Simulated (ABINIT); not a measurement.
# Al (Fm-3m) in ABINIT: notebook

The runs below take Al through band structure, equation of state, with PBE, PW91.

All numbers are computed with ABINIT 10.8.3 (patched build); they aren't measurements. Logs are shortened: lines on timing, memory, paths and dates and some standing lists are left out, and cuts for length are marked. The log counts tension as positive stress, the text compression.

**Experimental background.**

From “The interpretation of polycrystalline coherent inelastic neutron scattering from aluminium”, 2013, pmc:3831299, for a bulk crystal of Al: bulk modulus 76.9 GPa.

The runs below are set against these values where they give the same quantity.

### Step 1. The crystal as given

Symmetry: Fm-3m, No. 225, cubic system. The conventional cell has a = 4.050 Å, b = 4.050 Å, c = 4.050 Å, α = 90.00°, β = 90.00°, γ = 90.00°. Around Al (site symmetry m-3m) lie 12 Al at 2.86 Å.

### Step 2. Band structure, PBE

Contents of run.abi:

```
# Datasets: ground state, then fixed potential
ndtset 2

# Pseudopotentials
pp_dirpath "./"
pseudos "Al.upf"

# Structure
acell 3*1.0
rprim
     0.0000000000     3.8263269058     3.8263269058
     3.8263269058     0.0000000000     3.8263269058
     3.8263269058     3.8263269058     0.0000000000
ntypat 1
znucl 13
natom 1
typat 1
xred
     0.0000000000     0.0000000000     0.0000000000

# Plane-wave basis
ecut 20.0

# Exchange and correlation
ixc 11

# Bands and occupations
occopt 3
tsmear 0.05 eV

# SCF cycle
nstep 100

# Output
iomode 3
prtwf 0
prteig 0
prtebands 0
enunit 2
prtden1 1
prtvha1 1
prtvclmb1 1
prtpot1 1
prtelf1 1

# Dataset 1
kptopt1 1
ngkpt1 11 11 11
nshiftk1 1
shiftk1 0.0 0.0 0.0
nband1 6
tolvrs1 1.0e-10

# Dataset 2: bands along G-X-W-K-G-L-U-W-L-K
iscf2 -2
getden2 1
nband2 10
nbdbuf2 2
tolwfr2 1.0e-12
kptopt2 -9
ndivsm2 5
prteig2 1
kptbounds2
     0.0000000000     0.0000000000     0.0000000000
     0.5000000000     0.0000000000     0.5000000000
     0.5000000000     0.2500000000     0.7500000000
     0.3750000000     0.3750000000     0.7500000000
     0.0000000000     0.0000000000     0.0000000000
     0.5000000000     0.5000000000     0.5000000000
     0.6250000000     0.2500000000     0.6250000000
     0.5000000000     0.2500000000     0.7500000000
     0.5000000000     0.5000000000     0.5000000000
     0.3750000000     0.3750000000     0.7500000000
```

Potentials or basis: PseudoDojo NC SR PBE v0.4.1 standard.

Command:

```sh
$ abinit run.abi > log 2>&1
```

run.abo:

```text
.Version 10.8.3 of ABINIT
 DATASET    1 : space group Fm -3 m (#225); Bravais cF (face-center cubic)
================================================================================
 Values of the parameters that define the memory need for DATASET  1.
     intxc =       0    ionmov =       0      iscf =       7    lmnmax =       6
     lnmax =       6     mgfft =      24  mpssoang =       3    mqgrid =    3001
     natom =       1  nloc_mem =       1    nspden =       1   nspinor =       1
    nsppol =       1      nsym =      48    n1xccc =    2501    ntypat =       1
    occopt =       3   xclevel =       2
       mpw =         495          nfft =       13824          nkpt =          56
================================================================================
================================================================================

 DATASET    2 : space group Fm -3 m (#225); Bravais cF (face-center cubic)
================================================================================
 Values of the parameters that define the memory need for DATASET  2.
     intxc =       0    ionmov =       0      iscf =      -2    lmnmax =       6
     lnmax =       6     mgfft =      24  mpssoang =       3    mqgrid =    3001
     natom =       1  nloc_mem =       1    nspden =       1   nspinor =       1
    nsppol =       1      nsym =      48    n1xccc =    2501    ntypat =       1
    occopt =       3   xclevel =       2
       mpw =         507          nfft =       13824          nkpt =          87
================================================================================
================================================================================

--------------------------------------------------------------------------------
------------- Echo of variables that govern the present computation ------------
--------------------------------------------------------------------------------
 -outvars: echo values of preprocessed input variables --------
            acell      1.0000000000E+00  1.0000000000E+00  1.0000000000E+00 Bohr
              amu      2.69815390E+01
             ecut      2.00000000E+01 Hartree
           enunit           2
           getden1          0
           getden2          1
             iscf1          7
             iscf2         -2
                       outvar_i_n : Printing only first  50 k-points.
              ixc          11
           jdtset        1    2
                       outvar_i_n : Printing only first  50 k-points.
           kptopt1          1
           kptopt2         -9
         kptrlatt       11    0    0      0   11    0      0    0   11
          kptrlen1     5.95236774E+01
          kptrlen2     3.00000000E+01
            natom           1
            nband1          6
            nband2         10
           nbdbuf1          0
           nbdbuf2          2
[... 729 lines left out ...]
   0.94016    0.96400
 kpt#   3, nband= 10, wtk=  1.00000, kpt=  0.0714  0.0000  0.0714 (reduced coord)
  -0.14835    0.66225    0.66225    0.67352    0.75172    0.82982    0.82982    0.88687
   0.91136    0.96867
 kpt#   4, nband= 10, wtk=  1.00000, kpt=  0.1071  0.0000  0.1071 (reduced coord)
  -0.13991    0.63037    0.63037    0.64108    0.73497    0.82210    0.87359    0.87359
   0.96069    0.97646
 kpt#   5, nband= 10, wtk=  1.00000, kpt=  0.1429  0.0000  0.1429 (reduced coord)
  -0.12811    0.60065    0.60065    0.60902    0.71529    0.75436    0.91922    0.91922
   0.98727    1.01636
 kpt#   6, nband= 10, wtk=  1.00000, kpt=  0.1786  0.0000  0.1786 (reduced coord)
  -0.11298    0.57352    0.57352    0.57893    0.68565    0.69540    0.96535    0.96535
[... 229 lines left out ...]
 kpt#  83, nband= 10, wtk=  1.00000, kpt=  0.4306  0.4306  0.6389 (reduced coord)
   0.12002    0.12910    0.40695    0.54529    0.61173    0.86237    0.94372    1.01353
   1.08515    1.10153
 kpt#  84, nband= 10, wtk=  1.00000, kpt=  0.4167  0.4167  0.6667 (reduced coord)
   0.13556    0.14499    0.35544    0.52816    0.59331    0.90811    0.93644    1.01649
   1.08767    1.15238
 kpt#  85, nband= 10, wtk=  1.00000, kpt=  0.4028  0.4028  0.6944 (reduced coord)
   0.15373    0.16319    0.30703    0.51368    0.57724    0.90205    0.95586    1.04498
   1.07534    1.20940
 kpt#  86, nband= 10, wtk=  1.00000, kpt=  0.3889  0.3889  0.7222 (reduced coord)
   0.17364    0.18265    0.26374    0.50184    0.56373    0.86371    1.00508    1.06513
   1.07435    1.24858
 kpt#  87, nband= 10, wtk=  1.00000, kpt=  0.3750  0.3750  0.7500 (reduced coord)
   0.18359    0.20292    0.23771    0.49263    0.55287    0.82591    1.04856    1.06358
   1.09802    1.27527
 Eigenvalues (   eV  ) for nkpt=  87  k points:
 kpt#   1, nband= 10, wtk=  1.00000, kpt=  0.0000  0.0000  0.0000 (reduced coord)
  -4.22102   19.45139   19.45139   19.45139   20.88061   20.88061   20.88061   23.30750
  26.18820   26.18820
 kpt#   2, nband= 10, wtk=  1.00000, kpt=  0.0357  0.0000  0.0357 (reduced coord)
  -4.17496   18.90064   18.90064   19.10061   20.77013   21.50162   21.50162   23.75057
  25.58310   26.23165
 kpt#   3, nband= 10, wtk=  1.00000, kpt=  0.0714  0.0000  0.0714 (reduced coord)
  -4.03692   18.02062   18.02062   18.32750   20.45547   22.58049   22.58049   24.13303
  24.79927   26.35882
 kpt#   4, nband= 10, wtk=  1.00000, kpt=  0.1071  0.0000  0.1071 (reduced coord)
  -3.80713   17.15327   17.15327   17.44461   19.99964   22.37042   23.77168   23.77168
  26.14164   26.57074
 kpt#   5, nband= 10, wtk=  1.00000, kpt=  0.1429  0.0000  0.1429 (reduced coord)
  -3.48603   16.34452   16.34452   16.57217   19.46391   20.52726   25.01313   25.01313
  26.86499   27.65670
 kpt#   6, nband= 10, wtk=  1.00000, kpt=  0.1786  0.0000  0.1786 (reduced coord)
  -3.07424   15.60627   15.60627   15.75347   18.65752   18.92270   26.26858   26.26858
[... 230 lines left out ...]
   3.26598    3.51302   11.07371   14.83819   16.64592   23.46625   25.67986   27.57963
  29.52842   29.97411
 kpt#  84, nband= 10, wtk=  1.00000, kpt=  0.4167  0.4167  0.6667 (reduced coord)
   3.68886    3.94541    9.67202   14.37197   16.14473   24.71102   25.48180   27.66017
  29.59695   31.35799
 kpt#  85, nband= 10, wtk=  1.00000, kpt=  0.4028  0.4028  0.6944 (reduced coord)
   4.18327    4.44063    8.35466   13.97792   15.70745   24.54615   26.01037   28.43547
  29.26144   32.90937
 kpt#  86, nband= 10, wtk=  1.00000, kpt=  0.3889  0.3889  0.7222 (reduced coord)
   4.72495    4.97009    7.17661   13.65572   15.33981   23.50280   27.34956   28.98371
  29.23449   33.97556
 kpt#  87, nband= 10, wtk=  1.00000, kpt=  0.3750  0.3750  0.7500 (reduced coord)
   4.99572    5.52179    6.46835   13.40508   15.04437   22.47424   28.53288   28.94148
  29.87866   34.70198

== END DATASET(S) ==============================================================
================================================================================

 -outvars: echo values of variables after computation  --------
            acell      1.0000000000E+00  1.0000000000E+00  1.0000000000E+00 Bohr
           etotal1    -2.3179515344E+00
            fcart1    -0.0000000000E+00 -0.0000000000E+00 -0.0000000000E+00
            rprim      0.0000000000E+00  3.8263269058E+00  3.8263269058E+00
                       3.8263269058E+00  0.0000000000E+00  3.8263269058E+00
                       3.8263269058E+00  3.8263269058E+00  0.0000000000E+00
           strten1     2.2617211700E-05  2.2617211700E-05  2.2617211700E-05
                       0.0000000000E+00  0.0000000000E+00  0.0000000000E+00
 Calculation completed.
```

Wall time 7.3 s (1 thread of Arm Neoverse V2, shared host); peak memory 0.1 GiB.

Results:

```yaml
Free_energy: -63.0747 eV
Pressure: -0.7 GPa
Band_gap_on_the_k_mesh: none (metal or under the smearing width)
Valence_electrons_inside_the_program's_atomic_spheres: Al 0.87 (radii [1.0584] Å)
```

Levels at the corners of the path, in eV from the Fermi level:
| point | band 1 | band 2 | band 3 | band 4 | band 5 | band 6 | band 7 |
| --- | --- | --- | --- | --- | --- | --- | --- |
| Γ | -11.11 | 12.57 | 12.57 | 12.57 | 13.99 | 13.99 | 13.99 |
| X | -2.93 | -1.61 | 5.24 | 5.55 | 5.55 | 8.99 | 25.19 |
| W | -0.85 | -0.85 | 0.17 | 1.07 | 15.75 | 15.75 | 16.25 |
| K | -1.89 | -1.36 | -0.42 | 6.52 | 8.16 | 15.59 | 21.65 |
| Γ | -11.11 | 12.57 | 12.57 | 12.57 | 13.99 | 13.99 | 13.99 |
| L | -4.59 | -4.38 | 11.32 | 11.32 | 11.41 | 11.41 | 15.08 |
| U | -1.89 | -1.36 | -0.42 | 6.52 | 8.16 | 15.59 | 21.65 |
| W | -0.85 | -0.85 | 0.17 | 1.07 | 15.75 | 15.75 | 16.25 |
| L | -4.59 | -4.38 | 11.32 | 11.32 | 11.41 | 11.41 | 15.08 |
| K | -1.89 | -1.36 | -0.42 | 6.52 | 8.16 | 15.59 | 21.65 |

### Step 3. Band structure, PW91

run.abi, as its differences from that of step 2:

```diff
@@ -1,5 +1,3 @@
-# Datasets: ground state, then fixed potential
 ndtset 2
 
-# Pseudopotentials
 pp_dirpath "./"
@@ -7,3 +5,2 @@
 
-# Structure
 acell 3*1.0
@@ -20,16 +17,11 @@
 
-# Plane-wave basis
 ecut 20.0
 
-# Exchange and correlation
-ixc 11
+ixc -109134
 
-# Bands and occupations
 occopt 3
-tsmear 0.05 eV
+tsmear 0.00183747
 
-# SCF cycle
 nstep 100
 
-# Output
 iomode 3
@@ -38,10 +30,5 @@
 prtebands 0
-enunit 2
+enunit 1
 prtden1 1
-prtvha1 1
-prtvclmb1 1
-prtpot1 1
-prtelf1 1
 
-# Dataset 1
 kptopt1 1
@@ -53,3 +40,2 @@
 
-# Dataset 2: bands along G-X-W-K-G-L-U-W-L-K
 iscf2 -2
```

Potentials or basis: PseudoDojo NC SR PBE v0.4.1 standard.

Command:

```sh
$ abinit run.abi > log 2>&1
```

run.abo:

```text
.Version 10.8.3 of ABINIT
 DATASET    1 : space group Fm -3 m (#225); Bravais cF (face-center cubic)
================================================================================
 Values of the parameters that define the memory need for DATASET  1.
     intxc =       0    ionmov =       0      iscf =       7    lmnmax =       6
     lnmax =       6     mgfft =      24  mpssoang =       3    mqgrid =    3001
     natom =       1  nloc_mem =       1    nspden =       1   nspinor =       1
    nsppol =       1      nsym =      48    n1xccc =    2501    ntypat =       1
    occopt =       3   xclevel =       2
       mpw =         495          nfft =       13824          nkpt =          56
================================================================================
================================================================================

 DATASET    2 : space group Fm -3 m (#225); Bravais cF (face-center cubic)
================================================================================
 Values of the parameters that define the memory need for DATASET  2.
     intxc =       0    ionmov =       0      iscf =      -2    lmnmax =       6
     lnmax =       6     mgfft =      24  mpssoang =       3    mqgrid =    3001
     natom =       1  nloc_mem =       1    nspden =       1   nspinor =       1
    nsppol =       1      nsym =      48    n1xccc =    2501    ntypat =       1
    occopt =       3   xclevel =       2
       mpw =         507          nfft =       13824          nkpt =          87
================================================================================
================================================================================

--------------------------------------------------------------------------------
------------- Echo of variables that govern the present computation ------------
--------------------------------------------------------------------------------
 -outvars: echo values of preprocessed input variables --------
            acell      1.0000000000E+00  1.0000000000E+00  1.0000000000E+00 Bohr
              amu      2.69815390E+01
             ecut      2.00000000E+01 Hartree
           enunit           1
           getden1          0
           getden2          1
             iscf1          7
             iscf2         -2
                       outvar_i_n : Printing only first  50 k-points.
[... 686 lines left out ...]
    1        2.00000          0.87145438
================================================================================

 ----iterations are completed or convergence reached----

 Mean square residual over all n,k,spin=   45.237E-14; max=  99.503E-14
 reduced coordinates (array xred) for    1 atoms
       0.000000000000      0.000000000000      0.000000000000

 cartesian coordinates (angstrom) at end:
    1      0.00000000000000     0.00000000000000     0.00000000000000
 length scales=  1.000000000000  1.000000000000  1.000000000000 bohr
              =  0.529177210544  0.529177210544  0.529177210544 angstroms
 Eigenvalues (   eV  ) for nkpt=  87  k points:
 kpt#   1, nband= 10, wtk=  1.00000, kpt=  0.0000  0.0000  0.0000 (reduced coord)
  -4.20549   19.45190   19.45190   19.45190   20.86742   20.86742   20.86742   23.32658
  26.17918   26.17918
 kpt#   2, nband= 10, wtk=  1.00000, kpt=  0.0357  0.0000  0.0357 (reduced coord)
  -4.15945   18.89945   18.89945   19.10277   20.75816   21.48980   21.48980   23.76797
  25.57967   26.22263
 kpt#   3, nband= 10, wtk=  1.00000, kpt=  0.0714  0.0000  0.0714 (reduced coord)
  -4.02142   18.01933   18.01933   18.33196   20.44636   22.56766   22.56766   24.13880
  24.81430   26.34969
 kpt#   4, nband= 10, wtk=  1.00000, kpt=  0.1071  0.0000  0.1071 (reduced coord)
  -3.79167   17.15254   17.15254   17.45061   19.99357   22.38234   23.75645   23.75645
  26.15502   26.56142
 kpt#   5, nband= 10, wtk=  1.00000, kpt=  0.1429  0.0000  0.1429 (reduced coord)
  -3.47063   16.34443   16.34443   16.57916   19.45874   20.54478   24.99467   24.99467
  26.85539   27.66892
 kpt#   6, nband= 10, wtk=  1.00000, kpt=  0.1786  0.0000  0.1786 (reduced coord)
  -3.05891   15.60679   15.60679   15.76113   18.65021   18.94706   26.24630   26.24630
[... 230 lines left out ...]
   3.29200    3.51340   11.08512   14.83959   16.65552   23.46206   25.67482   27.57531
  29.55478   29.96126
 kpt#  84, nband= 10, wtk=  1.00000, kpt=  0.4167  0.4167  0.6667 (reduced coord)
   3.71417    3.94628    9.68423   14.37370   16.15476   24.70567   25.47930   27.65194
  29.58505   31.38680
 kpt#  85, nband= 10, wtk=  1.00000, kpt=  0.4028  0.4028  0.6944 (reduced coord)
   4.20722    4.44266    8.36739   13.97991   15.71774   24.54595   26.00361   28.42311
  29.25022   32.94232
 kpt#  86, nband= 10, wtk=  1.00000, kpt=  0.3889  0.3889  0.7222 (reduced coord)
   4.74449    4.97680    7.18922   13.65792   15.35023   23.50425   27.34106   28.97296
  29.21867   34.01196
 kpt#  87, nband= 10, wtk=  1.00000, kpt=  0.3750  0.3750  0.7500 (reduced coord)
   5.00509    5.54340    6.47625   13.40744   15.05478   22.47708   28.52223   28.93090
  29.86063   34.73899

== END DATASET(S) ==============================================================
================================================================================

 -outvars: echo values of variables after computation  --------
            acell      1.0000000000E+00  1.0000000000E+00  1.0000000000E+00 Bohr
           etotal1    -2.3200777757E+00
            fcart1    -0.0000000000E+00 -0.0000000000E+00 -0.0000000000E+00
            rprim      0.0000000000E+00  3.8263269058E+00  3.8263269058E+00
                       3.8263269058E+00  0.0000000000E+00  3.8263269058E+00
                       3.8263269058E+00  3.8263269058E+00  0.0000000000E+00
           strten1    -6.2970844379E-06 -6.2970844379E-06 -6.2970844379E-06
                       0.0000000000E+00  0.0000000000E+00  0.0000000000E+00
 Calculation completed.
```

Run time: 7.4 s. Hardware: 1 thread of Arm Neoverse V2, shared host; peak memory 0.1 GiB.

What came out:

* Free energy: -63.1325 eV
* Pressure: 0.2 GPa
* Band gap on the k mesh: none (metal or under the smearing width)
* Valence electrons inside the program's atomic spheres: Al 0.87 (radii [1.0584] Å)

Levels at the corners of the path, in eV from the Fermi level:
```csv
point,band 1,band 2,band 3,band 4,band 5
Γ,-11.11,12.55,12.55,12.55,13.97
X,-2.93,-1.60,5.24,5.54,5.54
W,-0.86,-0.86,0.20,1.03,15.73
K,-1.90,-1.36,-0.43,6.51,8.15
Γ,-11.11,12.55,12.55,12.55,13.97
L,-4.57,-4.40,11.29,11.29,11.42
U,-1.90,-1.36,-0.43,6.51,8.15
W,-0.86,-0.86,0.20,1.03,15.73
L,-4.57,-4.40,11.29,11.29,11.42
K,-1.90,-1.36,-0.43,6.51,8.15
```

Caveat: the potentials were made for another functional, which shifts forces and pressure.

(Part 1 of 2 ends here.)
